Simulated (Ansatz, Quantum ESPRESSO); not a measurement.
# Mode couplings of AlFe in the B2 ordering in a second program

Aim: mode couplings and λ of AlFe in the B2 ordering by double-delta sums in Quantum ESPRESSO. The first relaxation steps of the session are not shown, so no cell shown is the starting entry, unless a step says so.

Program: Ansatz 0.2.0 and Quantum ESPRESSO 7.5. Level of theory: DFT PBE, scalar-relativistic, plane waves, PAW, in the first sound run; inputs show where later runs differ. Results are calculated unless marked as measured.

This is a report of a sequence of runs, with most program output left out.

The structure was built from a prototype and need not be the compound's stable phase.

## Step 1: The cell after earlier relaxation steps

Symmetry: Pm-3m, No. 221, cubic system. Conventional cell: a = 2.875 Å, b = 2.875 Å, c = 2.875 Å, α = 90.00°, β = 90.00°, γ = 90.00°. Nearest to Al lie 8 Fe at 2.49 Å. Nearest to Fe lie 8 Al at 2.49 Å. Farther neighbours are not listed.

## Step 2: Relaxation

Lattice constant and positions set the bands and the force constants, so the cell is relaxed first. Earlier relaxation steps are not shown.

input.yaml reads:

```yaml
crystal:
  lattice:
    - [2.8750318958, 0.0, 0.0]
    - [0.0, 2.8750318958, 0.0]
    - [0.0, 0.0, 2.8750318958]
  atoms:
    - { symbol: Al, position: [0.0, 0.0, 0.0] }
    - { symbol: Fe, position: [0.5, 0.5, 0.5], spin: 0.83 }
kpoints:
  mp_grid: { grid: [10, 10, 10] }
hamiltonian:
  xc: pbe
scf:
  occupations: { method: gaussian, width: 0.1 }
output:
  forces: true
  stress: true
  eigenvalues: true
  populations: true
magnetization:
  spin_polarized: true
relax:
  adjacent_minimum: "off"
  f_tol: 0.005
  max_steps: 80
  cell: { stress_tol: 0.05 }
```

Command:

```sh
$ ansatz run input.yaml --threads 4 --pin off --max-ram 8192MiB --backend cpu --events-out ev --progress --plain --runs-dir out
```

Run time: 2.7 s. Hardware: 4 threads of Arm Neoverse V1, shared host; peak memory 0.26 GiB.

Little changed from the start: no atom moved by 0.005 Å and no cell edge by 0.1 %.

Numbers from this step:

- magnetization: 0.7449 μB
- absolute magnetization: 0.8562 μB
- site moments: -0.03008, 0.7806 μB
- pressure: 0.02559 GPa
- volume per atom: 11.89 Å³
- metallic on mesh: yes
- gap on the k-mesh: 0 eV

The largest force is now zero by symmetry and the largest stress component 0.026 GPa.

## Step 3: Second program, ground state

ph.x needs a tightly converged ground state on the same k mesh; the cell is that of the step before.

This step: DFT PBE, scalar-relativistic, plane waves, GBRV ultrasoft pseudopotentials (Quantum ESPRESSO 7.5).

pw.in reads:

```
 &control
    calculation='scf',
    prefix='x',
    outdir='./tmp',
    pseudo_dir='./pseudo',
    tprnfor=.true.,
    tstress=.true.,
 /
 &system
    ibrav=1,
    celldm(1)=5.43346434,
    nat=2,
    ntyp=2,
    ecutwfc=52.0,
    ecutrho=416.0,
    occupations='smearing',
    smearing='mp',
    degauss=0.01469973,
    nbnd=19,
    nspin=2,
    starting_magnetization(2)=0.054,
 /
 &electrons
    conv_thr=1.0d-11,
    mixing_beta=0.5,
 /
ATOMIC_SPECIES
 Al     26.9815  Al.upf
 Fe     55.8450  Fe.upf
ATOMIC_POSITIONS crystal
 Al     0.000000000   0.000000000   0.000000000
 Fe     0.500000000   0.500000000   0.500000000
K_POINTS automatic
 8 8 8 0 0 0
```

Command:

```sh
$ OMP_NUM_THREADS=1 mpirun -n 4 pw.x -nk 4 -in pw.in > pw.x.log
```

It took 7.1 s on 4 MPI ranks; 28 s of CPU time.

Numbers from this step:

* pressure: 0.061 GPa
* magnetization: 0.76 μB

With these potentials, mesh and smearing the cell is at 0.061 GPa.

## Step 4: Second program, linear response: Methfessel–Paxton smearing of 0.2 eV

ph.x gives each mode's frequency and linewidth; λ of a mode follows from Gaussian double-delta sums over the k mesh, here at four widths.

ph.in reads:

```
phonons and couplings
 &inputph
    prefix='x',
    outdir='./tmp',
    tr2_ph=1.0d-15,
    fildyn='x.dyn',
    fildvscf='dvscf',
    ldisp=.true.,
    nq1=2,
    nq2=2,
    nq3=2,
    electron_phonon='simple',
    el_ph_ngauss=0,
    el_ph_sigma=0.00734986,
    el_ph_nsigma=4,
    alpha_mix(1)=0.5,
    amass(1)=26.9815,
    amass(2)=55.845,
 /
```

Command:

```sh
$ OMP_NUM_THREADS=1 mpirun -n 4 ph.x -nk 4 -in ph.in > ph.x.log
```

Wall time 5 min (4 MPI ranks); 20 min of CPU time.

Numbers from this step:

```yaml
highest_frequency_solved_or_plainly_interpolated: 381.6 cm⁻¹
omega_log_against_width: 17.02, 17.74, 18.06, 18.33 meV, at widths 0.1 to 0.4 eV
```

As ph.x prints them, no sum rule imposed; at the zone centre the sum is no linewidth. Double-delta sums:

```csv
q1,q2,q3,star,mode,omega (meV),"lambda_q, sigma 0.1 eV","lambda_q, sigma 0.2 eV","lambda_q, sigma 0.3 eV","lambda_q, sigma 0.4 eV",half width at sigma 0.2 (meV)
0,0,0,1,1,0.6419,0,0,0,0,4.14e-5
0,0,0,1,2,0.6419,0,0,0,0,4.14e-5
0,0,0,1,3,0.6419,0,0,0,0,4.14e-5
0,0,0,1,4,42.9,5.00e-4,6.00e-4,6.00e-4,7.00e-4,0.003639
0,0,0,1,5,42.9,5.00e-4,6.00e-4,6.00e-4,7.00e-4,0.003639
0,0,0,1,6,42.9,5.00e-4,6.00e-4,6.00e-4,7.00e-4,0.003639
0,0,-0.5,3,1,26.41,0.2742,0.1981,0.1563,0.1267,0.4936
0,0,-0.5,3,2,27.03,0.0355,0.0485,0.043,0.0356,0.1267
0,0,-0.5,3,3,27.03,0.0355,0.0485,0.043,0.0356,0.1267
0,0,-0.5,3,4,31.3,0.4025,0.3742,0.3351,0.3111,1.31
0,0,-0.5,3,5,34.7,0.0236,0.0419,0.0461,0.0443,0.18
0,0,-0.5,3,6,34.7,0.0236,0.0419,0.0461,0.0443,0.18
0,-0.5,-0.5,3,1,12.85,1.033,0.9346,0.778,0.639,0.5511
0,-0.5,-0.5,3,2,12.85,1.033,0.9346,0.778,0.639,0.5511
0,-0.5,-0.5,3,3,32.27,0.0083,0.019,0.0219,0.0207,0.07076
0,-0.5,-0.5,3,4,35.64,0.0223,0.015,0.0113,0.0089,0.06803
0,-0.5,-0.5,3,5,47.31,0.026,0.0257,0.0216,0.0181,0.2054
0,-0.5,-0.5,3,6,47.31,0.026,0.0257,0.0216,0.0181,0.2054
-0.5,-0.5,-0.5,1,1,27.5,0.1001,0.2298,0.2089,0.1718,0.6208
-0.5,-0.5,-0.5,1,2,27.5,0.1001,0.2298,0.2089,0.1718,0.6208
-0.5,-0.5,-0.5,1,3,27.5,0.1001,0.2298,0.2089,0.1718,0.6208
-0.5,-0.5,-0.5,1,4,42.59,0.0291,0.0484,0.048,0.0421,0.3136
-0.5,-0.5,-0.5,1,5,42.59,0.0291,0.0484,0.048,0.0421,0.3136
-0.5,-0.5,-0.5,1,6,42.59,0.0291,0.0484,0.048,0.0421,0.3136
```

Mean over the q mesh without its centre; few wavevectors enter, so none of the widths can be taken as converged. Table of coupling constant λ, lambda by Gaussian width:

```csv
Gaussian width (eV),"coupling constant λ, lambda"
0.100,1.32
0.200,1.28
0.300,1.10
0.400,0.924
```

λ runs from 1.32 at 0.1 eV to 0.924 at 0.4 eV.

## Step 5: Resistivity: Methfessel–Paxton smearing of 0.2 eV

A first run on coarse meshes.

This step: DFT PBE, scalar-relativistic, plane waves, PAW (Ansatz 0.2.0).

input.yaml reads:

```yaml
crystal:
  lattice:
    - [2.8752655042, 0.0, 0.0]
    - [0.0, 2.8752655042, 0.0]
    - [0.0, 0.0, 2.8752655042]
  atoms:
    - { symbol: Al, position: [0.0, 0.0, 0.0] }
    - { symbol: Fe, position: [0.5, 0.5, 0.5], spin: 0.86 }
kpoints:
  mp_grid: { grid: [6, 6, 6] }
hamiltonian:
  xc: pbe
scf:
  occupations: { method: methfessel_paxton, width: 0.2 }
output:
  eigenvalues: true
  populations: true
magnetization:
  spin_polarized: true
phonons:
  method: dfpt
  qmesh: [2, 2, 2]
  temperatures: { t_max: 1000, t_step: 50 }
  qpath:
    path:
      - [[0.0, 0.0, 0.0], [0.0, 0.5, 0.0], [0.5, 0.5, 0.0], [0.0, 0.0, 0.0], [0.5, 0.5, 0.5], [0.0, 0.5, 0.0]]
      - [[0.5, 0.5, 0.5], [0.5, 0.5, 0.0]]
    npoints: 10
  electrical_resistivity:
    mesh: [8, 8, 8]
    temperatures: [20.0, 50.0, 77.0, 100.0, 150.0, 200.0, 300.0, 400.0, 600.0, 800.0]
  electron_occupations: "off"
```

Command:

```sh
$ ansatz run input.yaml --threads 4 --pin off --max-ram 8192MiB --backend cpu --events-out ev --progress --plain --runs-dir out
```

Run time: 28 s. Hardware: 4 threads; peak memory 0.56 GiB.

Numbers from this step:

| Item | Value |
| --- | --- |
| magnetization | 0.7352 μB |
| absolute magnetization | 0.8241 μB |
| site moments | -0.02350, 0.7580 μB |
| zero point energy | 0.09285 eV/cell |
| share of imaginary modes in the plain interpolation between solved wavevectors | 0 |
| highest frequency, solved or plainly interpolated | 384.5 cm⁻¹ |
| Debye temperature (second moment) | 491 K |
| resistivity at 300 K | 11.73 μΩ cm |
| resistivity times mean free path | 6.229, 6.229, 6.229 × 10⁻¹⁶ Ω m² (xx, yy, zz) |
| coupling λ by branch | 0.339, 0.218, 0.0816, 0.0551, 0.0306, 0.0271 (branches by rank of frequency) |
| coupling constant λ, spin up | 0.09425 |
| coupling constant λ, spin down | 0.8174 |
| log mean phonon energy ħω_log, spin up | 20.28 meV |
| log mean phonon energy ħω_log, spin down | 19.27 meV |
| density of states at the Fermi level, spin up | 0.2139 states/eV a spin and cell |
| density of states at the Fermi level, spin down | 2.102 states/eV a spin and cell |

Solved on the 2×2×2 mesh alone; all other wavevectors are interpolated. The phonon branches at the labelled points (cm⁻¹):

```csv
point,branch 1,branch 2,branch 3,branch 4,branch 5,branch 6
Γ,0,0,0,345,345,345
halfway,127,136,136,318,322,322
X,215,226,226,264,273,273
halfway,148,152,250,280,342,343
M,106,106,273,288,384,384
halfway,69,188,211,292,310,354
Γ,0,0,0,345,345,345
halfway,158,158,201,316,339,339
R,215,215,215,336,336,336
halfway,149,176,231,311,345,356
X,215,226,226,264,273,273
jump to R,215,215,215,336,336,336
halfway,161,161,246,313,365,365
M,106,106,273,288,384,384
```

One curve a spin channel. Table of Eliashberg function α²F by phonon energy:

```csv
phonon energy (meV),α²F up,α²F tr up,α²F down,α²F tr down
2.5,2.1e-5,0,1.4e-4,1.0e-4
5.0,0.00156,6.8e-4,0.00919,0.00391
7.5,0.00513,0.00259,0.0243,0.0140
10.0,0.0114,0.00967,0.0722,0.0732
12.5,0.0155,0.0160,0.136,0.148
15.0,0.0291,0.0398,0.416,0.424
17.5,0.0326,0.0466,0.426,0.466
20.0,0.0413,0.0634,0.433,0.439
22.5,0.0657,0.107,0.507,0.525
25.0,0.0232,0.0291,0.114,0.104
27.5,0.0254,0.0393,0.267,0.266
30.0,0.00503,0.00859,0.0940,0.102
32.5,6.9e-4,0.00104,0.0247,0.0259
35.0,0.0263,0.0360,0.140,0.0862
37.5,0.0423,0.0509,0.229,0.181
40.0,0.0424,0.0548,0.227,0.200
42.5,0.0475,0.0605,0.196,0.215
45.0,0.00612,0.0101,0.107,0.110
```

Resistivity, by row:

```csv
T (K),ρ_xx (μΩ cm),ρ_yy,ρ_zz,"ρ by Ziman's lowest order, mean","ρ by relaxation times, mean",within 2 % of the coarser mesh
20,0.008357,0.008357,0.008357,0.01641,0.01284,no
50,0.3233,0.3233,0.3233,0.5128,0.3728,no
77,1.164,1.164,1.164,1.553,1.176,no
100,2.161,2.161,2.161,2.648,2.076,no
150,4.612,4.612,4.612,5.206,4.256,no
200,7.064,7.064,7.064,7.759,6.445,no
300,11.73,11.73,11.73,12.74,10.64,no
400,16.22,16.22,16.22,17.66,14.7,no
600,25.09,25.09,25.09,27.73,22.71,no
800,34.1,34.1,34.1,38.6,30.84,no
```

Some points of the scattering mesh along the symmetry lines, up to three branches each (those of largest λ), at most 39 rows; the frequencies are those of the scattering step, which can differ from the solved and plainly interpolated ones; single rows converge slowly. Mode couplings:

```csv
q1,q2,q3,branch,ħω (meV),λ_q,half width (meV)
0,0.375,0,1,22.56,0.162,0.301
0,0.375,0,2,23.89,0.0497,0.103
0,0.375,0,4,35.75,0.214,0.993
0.25,0.5,0,1,18.37,0.27,0.332
0.25,0.5,0,2,18.87,0.272,0.353
0.25,0.5,0,5,42.35,0.042,0.274
0.5,0.5,0,1,13.21,0.739,0.469
0.5,0.5,0,2,13.21,0.739,0.469
0.5,0.5,0,5,47.67,0.023,0.19
0.125,0.125,0,1,3.96,0.798,0.0455
0.125,0.125,0,3,16,0.0588,0.0547
0.125,0.125,0,4,39.89,0.0568,0.329
0.25,0.25,0.25,1,19.54,0.155,0.215
0.25,0.25,0.25,2,19.54,0.155,0.215
0.25,0.25,0.25,3,24.92,0.203,0.458
0.375,0.5,0.375,1,22.93,0.234,0.447
0.375,0.5,0.375,2,24.25,0.224,0.479
0.375,0.5,0.375,3,27.53,0.16,0.44
0.125,0.5,0.125,1,21.27,0.2,0.328
0.125,0.5,0.125,2,23.25,0.257,0.505
0.125,0.5,0.125,6,39.17,0.0636,0.355
0.5,0.5,0.375,1,24.51,0.219,0.479
0.5,0.5,0.375,2,24.51,0.219,0.479
0.5,0.5,0.375,3,27.78,0.185,0.52
0.5,0.5,0,1,13.21,0.739,0.469
0.5,0.5,0,2,13.21,0.739,0.469
0.5,0.5,0,5,47.67,0.023,0.19
```

Largest shares of lambda; single rows converge slowly. Strongest modes:

```csv
q1,q2,q3,star,branch,ħω (meV),λ_q,half width (meV)
0.125,0.25,0.375,48,1,15.09,0.3414,0.2829
0.125,0.375,0.375,24,1,14.76,0.4849,0.3844
0.125,0.25,0.375,48,2,23.18,0.2306,0.4508
0.125,0.375,-0.5,24,1,16.06,0.4346,0.408
0.125,0.375,-0.5,24,2,16.76,0.4267,0.4361
0,0.25,0.375,24,1,12.97,0.4203,0.2574
0,0.125,0.25,24,1,9.993,0.4055,0.1473
0,0.125,0.125,12,1,3.957,0.7983,0.04548
```

300 K. Cumulative share of the conductivity, along x against mean free path:

```csv
mean free path (nm),"cumulative share of the conductivity, along x"
0.708,0.00241
0.891,0.00576
1,0.00908
1.26,0.0188
1.41,0.0337
1.78,0.108
2.24,0.196
2.51,0.220
3.16,0.261
3.98,0.290
4.47,0.293
5.62,0.297
6.31,0.297
7.94,0.297
10,0.299
11.2,0.305
14.1,0.341
17.8,0.391
19.9,0.447
25.1,0.627
28.2,0.694
35.5,0.999
```

Resistivity by mesh:

```csv
mesh,T (K),mean rho (μΩ cm)
8x8x8,20,0.008357
8x8x8,300,11.73
8x8x8,800,34.1
4x4x4,20,0.003698
4x4x4,300,21.24
4x4x4,800,60.28
```

Harmonic. Thermo, by row:

```csv
T (K),F_vib (meV/atom),S (J/mol-atom/K),C_V (J/mol-atom/K)
0,46.43,0,0
50,46.28,1.096,2.94
100,44.7,5.379,10.26
150,40.54,10.66,15.73
200,33.7,15.67,18.92
250,24.4,20.11,20.79
300,12.95,24.01,21.93
350,-0.4,27.45,22.67
400,-15.44,30.51,23.17
450,-31.97,33.26,23.52
500,-49.86,35.75,23.78
550,-68.99,38.03,23.98
600,-89.25,40.12,24.13
650,-110.5,42.06,24.25
700,-132.8,43.86,24.34
750,-156,45.54,24.42
800,-180,47.12,24.48
850,-204.8,48.6,24.53
900,-230.4,50.01,24.57
950,-256.6,51.34,24.61
1000,-283.6,52.6,24.64
```

No LO-TO term; unit eigenvectors of the mass-weighted matrix. The modes at Γ (shares of kinetic energy by element, %):

```csv
mode,frequency (cm⁻¹),symmetry,Al %,Fe %
1,0.0,T1u,33,67
2,0.0,T1u,33,67
3,0.0,T1u,33,67
4,344.8,T1u,67,33
5,344.8,T1u,67,33
6,344.8,T1u,67,33
```

Displacements in mode 6 (344.8 cm⁻¹), the largest set to 1:
```
Al1  0.00  0.03  1.00
Fe2  0.00 -0.01 -0.48
```

By its own test the run is not converged in the mesh. λ = 0.751 and 11.7 μΩ cm at 300 K. The run's own test puts 81 % between its two finest meshes on the component of the resistivity at 300 K that moves most, so it is not converged. By the run's own test λ of one spin channel moves by 32 % between its two finest scattering meshes.

## Step 6: Second program, ground state

This step: DFT PBE, scalar-relativistic, plane waves, GBRV ultrasoft pseudopotentials (Quantum ESPRESSO 7.5).

Changes to pw.in since step 3:

```diff
@@ -33,2 +33,2 @@
 K_POINTS automatic
- 8 8 8 0 0 0
+ 10 10 10 0 0 0
```

The mesh is denser.

Command:

```sh
$ OMP_NUM_THREADS=1 mpirun -n 4 pw.x -nk 4 -in pw.in > pw.x.log
```

Elapsed: 10 s, on 4 MPI ranks; 40 s of CPU time.

Numbers from this step:

```
pressure      : 0.03 GPa
magnetization : 0.76 μB
```

With these potentials, mesh and smearing the cell is at 0.03 GPa.

## Step 7: Phonons and couplings with ph.x: Methfessel–Paxton smearing of 0.2 eV

ph.in is that of step 4.

Command:

```sh
$ OMP_NUM_THREADS=1 mpirun -n 4 ph.x -nk 4 -in ph.in > ph.x.log
```

The job ended after 7.7 min (4 MPI ranks; 31 min of CPU time).

This step gave:

```yaml
highest_frequency_solved_or_plainly_interpolated: 383.1 cm⁻¹
omega_log_against_width: 20.49, 20.74, 20.85, 20.96 meV, at widths 0.1 to 0.4 eV
```

As ph.x prints them, no sum rule imposed; at the zone centre the sum is no linewidth. Double-delta sums:

```csv
q1,q2,q3,star,mode,omega (meV),"lambda_q, sigma 0.1 eV","lambda_q, sigma 0.2 eV","lambda_q, sigma 0.3 eV","lambda_q, sigma 0.4 eV",half width at sigma 0.2 (meV)
0,0,0,1,1,1.277,0,0,0,0,4.14e-5
0,0,0,1,2,1.277,0,0,0,0,4.14e-5
0,0,0,1,3,1.277,0,0,0,0,4.14e-5
0,0,0,1,4,42.91,1.00e-4,5.00e-4,7.00e-4,7.00e-4,0.00335
0,0,0,1,5,42.91,1.00e-4,5.00e-4,7.00e-4,7.00e-4,0.00335
0,0,0,1,6,42.91,1.00e-4,5.00e-4,7.00e-4,7.00e-4,0.00335
0,0,-0.5,3,1,27.54,0.0408,0.0257,0.0265,0.0268,0.06489
0,0,-0.5,3,2,27.54,0.0408,0.0257,0.0265,0.0268,0.06489
0,0,-0.5,3,3,27.58,0.1217,0.1344,0.1219,0.1065,0.3407
0,0,-0.5,3,4,30.61,0.4347,0.4369,0.399,0.3708,1.365
0,0,-0.5,3,5,34.74,0.0389,0.0434,0.0454,0.0435,0.1746
0,0,-0.5,3,6,34.74,0.0389,0.0434,0.0454,0.0435,0.1746
0,-0.5,-0.5,3,1,14.37,0.6363,0.5217,0.4807,0.4388,0.3591
0,-0.5,-0.5,3,2,14.37,0.6363,0.5217,0.4807,0.4388,0.3591
0,-0.5,-0.5,3,3,32.62,0.0158,0.0212,0.0197,0.018,0.07515
0,-0.5,-0.5,3,4,35.73,0.0067,0.0099,0.0086,0.0076,0.04206
0,-0.5,-0.5,3,5,47.5,0.034,0.0245,0.02,0.0169,0.1842
0,-0.5,-0.5,3,6,47.5,0.034,0.0245,0.02,0.0169,0.1842
-0.5,-0.5,-0.5,1,1,28.92,0.2403,0.12,0.1201,0.1192,0.3346
-0.5,-0.5,-0.5,1,2,28.92,0.2403,0.12,0.1201,0.1192,0.3346
-0.5,-0.5,-0.5,1,3,28.92,0.2403,0.12,0.1201,0.1192,0.3346
-0.5,-0.5,-0.5,1,4,43,0.0332,0.0271,0.0326,0.0339,0.167
-0.5,-0.5,-0.5,1,5,43,0.0332,0.0271,0.0326,0.0339,0.167
-0.5,-0.5,-0.5,1,6,43,0.0332,0.0271,0.0326,0.0339,0.167
```

Mean over the q mesh without its centre; few wavevectors enter, so none of the widths can be taken as converged. Coupling constant λ, lambda against Gaussian width:

```csv
Gaussian width (eV),"coupling constant λ, lambda"
0.100,1.01
0.200,0.849
0.300,0.792
0.400,0.732
```

λ runs from 1.01 at 0.1 eV to 0.732 at 0.4 eV.

## Step 8: What came out

| Item | Value |
| --- | --- |
| run | PBE, q 2×2×2, k 6×6×6, scattering 8×8×8 (Methfessel–Paxton smearing of 0.2 eV) |
| coupling constant λ | spin up: 0.0943; spin down: 0.817 |
| log mean phonon energy ħω_log | spin up: 20.3 meV; spin down: 19.3 meV |
| states at the Fermi level | spin up: 0.214 states/eV/spin/cell; spin down: 2.10 states/eV/spin/cell |
| resistivity at 300 K | 11.7 μΩ cm |
| Drude plasma energy | spin up: 2.75 eV; spin down: 4.71 eV |
| resistivity times mean free path | 6.23 × 10⁻¹⁶ Ω m² |
| change between its two finest scattering meshes | λ 32 %, resistivity at 300 K 81 % |
| time of that run | 28 s |
| coupling λ by Gaussian sums at 0.2 eV, Quantum ESPRESSO, GBRV, cutoff 707 eV, q 2×2×2, k 8×8×8 | 1.28 |
| coupling λ by Gaussian sums at 0.2 eV, Quantum ESPRESSO, GBRV, cutoff 707 eV, q 2×2×2, k 10×10×10 | 0.849 |

What this shows: On the last rung that gave a resistivity at the base settings (q 2×2×2, k 6×6×6, scattering 8×8×8), AlFe in the B2 ordering has λ = 0.75 and a phonon-limited resistivity of 11.7 μΩ cm at 300 K. Under gradient-corrected functionals ph.x can misplace modes where the density is low; no frozen-phonon run checks these frequencies. In the last run that gave them, λ from the Gaussian sums still varies by a factor of 1.4 between widths of 0.1 and 0.4 eV; these sums hold few wavevectors and leave out the zone centre. The coupling is strong (λ = 0.75 in the run with Methfessel–Paxton smearing of 0.2 eV), so phonons raise the electrons' mass at the Fermi surface by about 75 % in the mean of the spin channels, weighted by their densities of states, if this value holds on finer meshes. By the run's own test λ moves by 32 % between the two scattering meshes. Values of ρ(T) under 50 K rest on the softest modes, mostly interpolated ones, and are the least sure of the table. The three lowest branches give 85 % of λ. By the run's own test, which takes the component that moves most, the resistivity at 300 K moves by 81 % between its two finest scattering meshes, so it is not converged. In the run quoted no mode is imaginary at the wavevectors of the 2×2×2 mesh; wavevectors off that mesh are interpolated. Only scattering by harmonic phonons counts; impurities, grain boundaries, magnons and spin disorder and thermal expansion are left out. The magnetic order is the one started from and need not be the ground state. The structure was built by hand as an ordered model, and its stability against other phases was not tested.

[Logs are printed without paths, hosts, clocks, repeated set-up lines and the standing remarks that a program may print on its own settings, such as how far it seeks lower states.]

[Hosts, paths, dates, database ids (printed as entryN), source tags and the programs' standing remarks are cut or masked in the printed files.]
